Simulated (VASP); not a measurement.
# Ti (P6_3/mmc) in VASP: further runs

The runs below take Ti through relaxation of cell and atoms, electrostatic potential, with r2SCAN+rVV10.

All numbers are computed with VASP 6.6.1; they aren't measurements. Logs are shortened: lines on timing, memory, paths and dates and some standing lists are left out, and cuts for length are marked.

### Step 1. The structure

It takes space group P6_3/mmc (No. 194, hexagonal). The conventional cell has a = 2.900 Å, b = 2.900 Å, c = 4.600 Å, α = 90.00°, β = 90.00°, γ = 120.00°. Around Ti (site symmetry -6m2) lie 12 Ti at 2.84 to 2.90 Å.

The cell was built by a generator and needn't be a form met in nature.

### Step 2. Relaxation of cell and atoms, r2SCAN+rVV10

INCAR reads:

```
PREC     = Accurate       # precision mode
ENCUT    = 600            # plane-wave cutoff, eV
EDIFF    = 1E-7           # SCF threshold, eV
ISMEAR   = 1              # smearing method
SIGMA    = 0.1            # smearing width, eV
LREAL    = False          # projectors in reciprocal space
LASPH    = True           # aspherical terms in the spheres
NELM     = 120            # most SCF steps
ALGO     = Normal         # electronic algorithm
ISIF     = 3              # what is computed and relaxed
LWAVE    = False          # write WAVECAR
LCHARG   = False          # write CHGCAR
METAGGA  = R2SCAN         # meta-GGA
LMIXTAU  = True         
LUSE_VDW = True         
IVDW_NL  = 2            
BPARAM   = 11.95        
CPARAM   = 0.0093       
IBRION   = 2              # ionic algorithm
NSW      = 40             # ionic steps
EDIFFG   = -0.005         # ionic threshold
```

KPOINTS reads:

```
regular mesh
0
Gamma
  16 16 10
```

POSCAR reads:

```
Ti
1.0
    2.9000000000      0.0000000000      0.0000000000
   -1.4500000000      2.5114736700      0.0000000000
    0.0000000000      0.0000000000      4.6000000000
Ti
2
Direct
    0.3333333300      0.6666666700      0.2500000000
    0.6666666700      0.3333333300      0.7500000000
```

Potentials or basis: VASP PAW PBE potentials, release 64 (Ti_sv).

Run with:

```bash
cat potpaw_PBE.64/Ti_sv/POTCAR > POTCAR
mpirun -np 1 vasp_std > vasp.out
```

OUTCAR:

```text
PREC = Accurate
   ENCUT = 600
   EDIFF = 1E-7
   ISMEAR = 1
   LREAL = False
   LASPH = True
   NELM = 120
   ISIF = 3
   METAGGA = R2SCAN
   IVDW_NL = 2
   BPARAM = 11.95
   IBRION = 2
   NSW = 40
   EDIFFG = -0.005

 ion  position               nearest neighbor table
   1  0.333  0.667  0.250-   2 2.84   2 2.84   2 2.84   2 2.84   2 2.84   2 2.84
   2  0.667  0.333  0.750-   1 2.84   1 2.84   1 2.84   1 2.84   1 2.84   1 2.84

  LATTYP: Found a hexagonal cell.
 ALAT       =     2.9000000000
 C/A-ratio  =     1.5862068966

  Lattice vectors:

 A1 = (   2.9000000000,   0.0000000000,   0.0000000000)
 A2 = (  -1.4500000000,   2.5114736700,   0.0000000000)
 A3 = (   0.0000000000,   0.0000000000,   4.6000000000)

Analysis of symmetry for initial positions (statically):
=====================================================================
 Subroutine PRICEL returns:
 Original cell was already a primitive cell.

 Routine SETGRP: Setting up the symmetry group for a
 hexagonal supercell.

 Subroutine GETGRP returns: Found 24 space group operations
 (whereof 12 operations were pure point group operations)
 out of a pool of 24 trial point group operations.

The static configuration has the point symmetry D_3d.
 The point group associated with its full space group is D_6h.

Analysis of symmetry for dynamics (positions and initial velocities):
=====================================================================
 Subroutine PRICEL returns:
 Original cell was already a primitive cell.

 Routine SETGRP: Setting up the symmetry group for a
 hexagonal supercell.

 Subroutine GETGRP returns: Found 24 space group operations
 (whereof 12 operations were pure point group operations)
 out of a pool of 24 trial point group operations.

The dynamic configuration has the point symmetry D_3d.
 The point group associated with its full space group is D_6h.

 Subroutine INISYM returns: Found 24 space group operations
 (whereof 12 operations are pure point group operations),
 and found     1 'primitive' translations

----------------------------------------------------------------------------------------

                                     Primitive cell

  volume of cell :      33.5031

  direct lattice vectors                    reciprocal lattice vectors
     2.900000000  0.000000000  0.000000000     0.344827586  0.199086300  0.000000000
    -1.450000000  2.511473670  0.000000000     0.000000000  0.398172600  0.000000000
     0.000000000  0.000000000  4.600000000     0.000000000  0.000000000  0.217391304

  length of vectors
     2.900000000  2.899999999  4.600000000     0.398172599  0.398172600  0.217391304

  position of ions in fractional coordinates (direct lattice)
     0.333333330  0.666666670  0.250000000
     0.666666670  0.333333330  0.750000000

  ion indices of the primitive-cell ions
   primitive index   ion index
                 1           1
                 2           2

----------------------------------------------------------------------------------------

 KPOINTS: regular mesh

Automatic generation of k-mesh.
 Grid dimensions read from file:
 generate k-points for:   16   16   10

 Generating k-lattice:

  Cartesian coordinates                     Fractional coordinates (reciprocal lattice)
     0.021551724  0.012442894  0.000000000     0.062500000  0.000000000  0.000000000
     0.000000000  0.024885787  0.000000000     0.000000000  0.062500000  0.000000000
     0.000000000  0.000000000  0.021739130     0.000000000  0.000000000  0.100000000

  Length of vectors
     0.024885787  0.024885787  0.021739130

  Shift w.r.t. Gamma in fractional coordinates (k-lattice)
     0.000000000  0.000000000  0.000000000

 Subroutine IBZKPT returns following result:
 ===========================================

 Found    180 irreducible k-points:

 Following reciprocal coordinates:
            Coordinates               Weight
  0.000000  0.000000  0.000000      1.000000
  0.062500 -0.000000  0.000000      6.000000
  0.125000 -0.000000  0.000000      6.000000
  0.187500 -0.000000  0.000000      6.000000
  0.250000 -0.000000  0.000000      6.000000
  0.312500  0.000000  0.000000      6.000000
[... 16 lines left out ...]
  0.187500  0.187500  0.000000      6.000000
  0.250000  0.187500  0.000000     12.000000
 [... further k-points ...]
   k-points           NKPTS =    180   k-points in BZ     NKDIM =    180   number of bands    NBANDS=     16
   number of dos      NEDOS =    301   number of ions     NIONS =      2
   total plane-waves  NPLWV =  23040
   dimension x,y,z NGX =    24 NGY =   24 NGZ =   40
   dimension x,y,z NGXF=    48 NGYF=   48 NGZF=   80
   ions per type =               2
   NGX,Y,Z   is equivalent  to a cutoff of  13.76, 13.76, 14.46 a.u.
   NGXF,Y,Z  is equivalent  to a cutoff of  27.52, 27.52, 28.91 a.u.
 SYSTEM =  unknown system
   PREC   = accura    normal or accurate (medium, high low for compatibility)
   ISTART =      0    job   : 0-new  1-cont  2-samecut
   ICHARG =      2    charge: 1-file 2-atom 10-const
   ISPIN  =      1    spin polarized calculation?
   LNONCOLLINEAR =      F non collinear calculations
   LSORBIT =      F    spin-orbit coupling
   LASPH  =      T    aspherical Exc in radial PAW
   ENCUT  =  600.0 eV  44.10 Ry    6.64 a.u.   5.79  5.79  9.19*2*pi/ulx,y,z
   NELM   =    120;   NELMIN=  2; NELMDL= -5     # of ELM steps
   EDIFF  = 0.1E-06   stopping-criterion for ELM
   LREAL  =      F    real-space projection
   EDIFFG = -.5E-02   stopping-criterion for IOM
   NSW    =     40    number of steps for IOM
   IBRION =      2    ionic relax: 0-MD 1-quasi-New 2-CG
   NFREE  =      1    steps in history (QN), initial steepest desc. (CG)
   ISIF   =      3    stress and relaxation
   ISYM   =      2    0-nonsym 1-usesym 2-fastsym
   POTIM  = 0.5000    time-step for ionic-motion
   TEBEG  =    0.0;   TEEND  =   0.0 temperature during run
   PSTRESS=    0.0 pullay stress
   NELECT =      24.0000    total number of electrons
   NUPDOWN=      -1.0000    fix difference up-down
   EMIN   =  10.00;   EMAX   =-10.00  energy-range for DOS
   EFERMI =   0.00;   METHOD = LEGACY
   ISMEAR =     1;   SIGMA  =   0.10  broadening in eV -4-tet -1-fermi 0-gaus
   EFERMI_NEDOS =   21; number of points for ismear=-14 and -15
   IALGO  =     38    algorithm
   IMIX   =      4    mixing-type and parameters
     AMIX     =   0.40;   BMIX     =  1.00
     AMIX_MAG =   1.60;   BMIX_MAG =  1.00
  volume/ion in A,a.u.               =      16.75       113.04
  Fermi-wavevector in a.u.,A,eV,Ry     =   1.464818  2.768105 29.193921  2.145693
  Thomas-Fermi vector in A             =   2.580749
   LORBIT       =      0    0 simple, 1 ext, 2 COOP (PROOUT), +10 PAW based schemes
   METAGGA = R2SCAN    functional components
   LHFCALC =     F    Hartree Fock is set to
   AEXX    =    0.0000 exact exchange contribution
   IVDW_NL    =     2    kernel type
   BPARAM     =11.9500
   IVDW    =     0    specifies the selected vdW correction
   LEPSILON=     F    determine dielectric tensor
   LRPA    =     F    only Hartree local field effects (RPA)
 conjugate gradient relaxation of ions
 non-spin polarized calculation
 Methfessel and Paxton  Order N= 1 SIGMA  =   0.10
  energy-cutoff  :      600.00
  volume of cell :       33.50
 maximum number of plane-waves:      1140
 NGX is ok and might be reduce to    24

--------------------------------------- Ionic step        1  -------------------------------------------

 number of electron      23.9999996 magnetization

 Free energy of the ion-electron system (eV)
  ---------------------------------------------------
  ext. energy  EPLUGINS =         0.00000000
  ---------------------------------------------------
  free energy    TOTEN  =       -25.33669944 eV

  energy without entropy =      -25.33602146  energy(sigma->0) =      -25.33647345

------------------------ aborting loop because EDIFF is reached ----------------------------------------

  FORCE on cell =-STRESS in cart. coord.  units (eV):
  Direction    XX          YY          ZZ          XY          YZ          ZX
  --------------------------------------------------------------------------------------
  -------------------------------------------------------------------------------------
  Total        0.7863571      0.7863571      0.6870710     -0.0000000     -0.0000000      0.0000000
  in kB       37.6050311     37.6050311     32.8569882     -0.0000000     -0.0000000      0.0000000
  external PRESSURE =      36.0223501 kB  Pullay stress =       0.0000000 kB

 VOLUME and BASIS-vectors are now :
 -----------------------------------------------------------------------------
  energy-cutoff  :      600.00
  volume of cell :       33.50
      direct lattice vectors                 reciprocal lattice vectors
     2.900000000  0.000000000  0.000000000     0.344827586  0.199086300  0.000000000
    -1.450000000  2.511473670  0.000000000     0.000000000  0.398172600  0.000000000
     0.000000000  0.000000000  4.600000000     0.000000000  0.000000000  0.217391304
[... 217 lines left out ...]
 POSITION                                       TOTAL-FORCE (eV/Angst)
 -----------------------------------------------------------------------------------
     -0.00000      1.69235      1.15906         0.000000     -0.000000      0.000000
      1.46562      0.84618      3.47717        -0.000000      0.000000      0.000000
 -----------------------------------------------------------------------------------
    total drift:                               -0.000009      0.000005     -0.000000

  FREE ENERGIE OF THE ION-ELECTRON SYSTEM (eV)
  ---------------------------------------------------
  free  energy   TOTEN  =       -25.3476137658 eV

  energy  without entropy=      -25.3473190704  energy(sigma->0) =      -25.34751553

--------------------------------------- Ionic step        8  -------------------------------------------

 number of electron      23.9999993 magnetization

 Free energy of the ion-electron system (eV)
  ---------------------------------------------------
  ext. energy  EPLUGINS =         0.00000000
  ---------------------------------------------------
  free energy    TOTEN  =       -25.34761530 eV

  energy without entropy =      -25.34731509  energy(sigma->0) =      -25.34751523

 E-fermi :   8.4671     XC(G=0): -12.4565

 val. band max:        8.4592977703   @ k =   0.0625  -0.0000   0.5000
 cond. band min:       8.4726189587   @ k =   0.1250   0.0625   0.0000
 fundamental gap:      0.0133211885
 Fermi energy:         8.4671253747

 k-point     1 :       0.0000    0.0000    0.0000
  band No.  band energies     occupation
      1     -50.7518      2.00000
      2     -50.6031      2.00000
      3     -26.3245      2.00000
      4     -25.6404      2.00000
      5     -25.6403      2.00000
      6     -25.5672      2.00000
[... 8 lines left out ...]
     15       9.8729     -0.00000
     16       9.8729     -0.00000
[... 419 lines left out ...]
 k-point    24 :       0.2500    0.1875    0.0000
  band No.  band energies     occupation
      1     -50.6435      2.00000
      2     -50.5751      2.00000
      3     -26.0552      2.00000
      4     -26.0103      2.00000
      5     -25.9595      2.00000
      6     -25.7887      2.00000
[... 8 lines left out ...]
     15       9.5070     -0.00000
     16      10.9267      0.00000

 [... further k-points ...]
[... 5 lines left out ...]
  --------------------------------------------------------------------------------------
  -------------------------------------------------------------------------------------
  Total       -0.0019043     -0.0019043     -0.0020730     -0.0000000      0.0000000      0.0000000
  in kB       -0.0884687     -0.0884687     -0.0963095     -0.0000000      0.0000000      0.0000000
  external PRESSURE =      -0.0910823 kB  Pullay stress =       0.0000000 kB

 VOLUME and BASIS-vectors are now :
 -----------------------------------------------------------------------------
  energy-cutoff  :      600.00
  volume of cell :       34.49
      direct lattice vectors                 reciprocal lattice vectors
     2.930890553 -0.000000000 -0.000000000     0.341193225  0.196988000  0.000000000
    -1.465445277  2.538225674 -0.000000000     0.000000000  0.393976001  0.000000000
     0.000000000 -0.000000000  4.635733324     0.000000000  0.000000000  0.215715601

 POSITION                                       TOTAL-FORCE (eV/Angst)
 -----------------------------------------------------------------------------------
     -0.00000      1.69215      1.15893         0.000000      0.000000     -0.000000
      1.46545      0.84608      3.47680        -0.000000     -0.000000      0.000000
 -----------------------------------------------------------------------------------
    total drift:                               -0.000009      0.000005     -0.000000

  FREE ENERGIE OF THE ION-ELECTRON SYSTEM (eV)
  ---------------------------------------------------
  free  energy   TOTEN  =       -25.3476153036 eV

  energy  without entropy=      -25.3473150920  energy(sigma->0) =      -25.34751523

 reached required accuracy - stopping structural energy minimisation
```

Wall time 41 min (1 thread of Intel Xeon Platinum 8259CL at 2.50GHz (Skylake/Cascade Lake), shared host); peak memory 0.36 GiB.

Results:

```yaml
Free_energy: -25.3476 eV
Relaxed_volume: 17.24 Å³/atom
Relaxed_cell: a = 2.931 Å, b = 2.931 Å, c = 4.636 Å, α = 90.00°, β = 90.00°, γ = 120.00°
Space_group_after_relaxing_to_0.05_Å: P6_3/mmc (No. 194)
Energy_gained_by_relaxing: 5.5 meV/atom
Ionic_steps: 8
Pressure_after_relaxing: 0.0 GPa
Band_gap_on_the_k_mesh: none (metal or under the smearing width)
```

Step by step:
```csv
step,energy change (eV),largest force (eV/Å),pressure (GPa),volume (Å³)
1,0.0000,0.0000,3.60,33.50
2,-0.0029,0.0000,-2.86,35.36
3,-0.0109,0.0000,-0.02,34.49
4,-0.0109,0.0000,0.05,34.47
5,-0.0109,0.0000,0.05,34.47
6,-0.0109,0.0000,0.05,34.47
7,-0.0109,0.0000,-0.05,34.50
8,-0.0109,0.0000,-0.01,34.49
```

Final structure:
```yaml
crystal:
  lattice:
    - [2.93089, 0.00000, 0.00000]
    - [-1.46545, 2.53823, 0.00000]
    - [0.00000, 0.00000, 4.63573]
  atoms:
    - { symbol: Ti, position: [0.33333, 0.66667, 0.25000] }
    - { symbol: Ti, position: [0.66667, 0.33333, 0.75000] }
```

Caveat: the PAW data sets were made with another functional, which shifts forces and pressure a little.

(Continued in part 2 of 2.)
